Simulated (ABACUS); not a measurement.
# AlN in ABACUS: the effect of basis

The system is AlN.

```xyz
4
Lattice="3.1336 0.0000 0.0000 -1.5668 2.7138 0.0000 0.0000 0.0000 5.0140" Properties=species:S:1:pos:R:3 pbc="T T T"
Al    1.5668    0.9046    2.5070
Al    0.0000    1.8092    0.0000
N     1.5668    0.9046    4.4123
N     0.0000    1.8092    1.9053
```

The cell isn't the ideal one: volume scaled by 1.02.

Alike in all runs:

| Quantity | Value |
| --- | --- |
| Program | ABACUS 3.10.1 |
| Task | equation of state |
| Functional | PBE |
| Potentials or basis | PseudoDojo NC SR 0.4.1 PBE standard |
| k mesh | 7 × 7 × 4 |
| Occupations | fermi-dirac, width 0.05 eV |
| Spin | no spin polarisation |

One run gave: gap on the mesh 4.41 eV; pressure 0.8 GPa; largest force 0.11 eV/Å. Which basis did it use?
A. TZDP
B. pw
C. DZP

C.

| basis | cutoff | gap on the mesh (eV) | pressure (GPa) | largest force (eV/Å) |
| --- | --- | --- | --- | --- |
| DZP | 1361 eV | 4.41 | 0.8 | 0.11 |
| TZDP | 1361 eV | 4.06 | -0.5 | 0.10 |
| pw | 1143 eV | 4.05 | -0.6 | 0.12 |

Caveats: the atomic orbitals were generated for these runs and aren't a published set (some runs); the basis of atomic orbitals isn't converged, which shifts pressures, moduli and gaps (some runs); there are fewer bands than atomic start orbitals, so a level may be missed at k points of high symmetry (some runs).

